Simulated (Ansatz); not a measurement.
# Moving the dispersion correction in KI

The cell as given:

It takes space group Fm-3m (No. 225, cubic). The conventional cell has a = 7.066 Å, b = 7.066 Å, c = 7.066 Å, α = 90.00°, β = 90.00°, γ = 90.00°. I (site symmetry m-3m) is surrounded by 6 K at 3.53 Å. K (site symmetry m-3m) is surrounded by 6 I at 3.53 Å.

Kept alike: task relaxation of cell and atoms; functional PBEsol; k mesh 7 × 7 × 7; occupations fermi-dirac, width 0.05 eV; no spin polarisation. Program: Ansatz, Ansatz PAW, cutoff 420 eV. The mesh is that of the run's cell of 2 atoms. No spin-orbit coupling.

| dispersion correction | volume (Å³/atom) |
| --- | --- |
| D3(BJ) | 40.058 |
| D3(BJ)-ATM | 40.290 |
| D4 | 41.708 |
| none | 42.966 |

The relaxations keep at least the cell's symmetry (Fm-3m). Relaxations stop with a little pressure left, so the last digits of a volume or edge aren't settled. All rows use potentials made for PBE.

Task: What does the dispersion correction change here?

Result: The volume runs from 40.058 (D3(BJ)) to 42.966 Å³/atom (none). Against no correction: D3(BJ) -6.8 %; D3(BJ)-ATM -6.2 %; D4 -2.9 %. Dispersion terms mostly attract and so lower the volume; the schemes' coefficients and damping set how far.
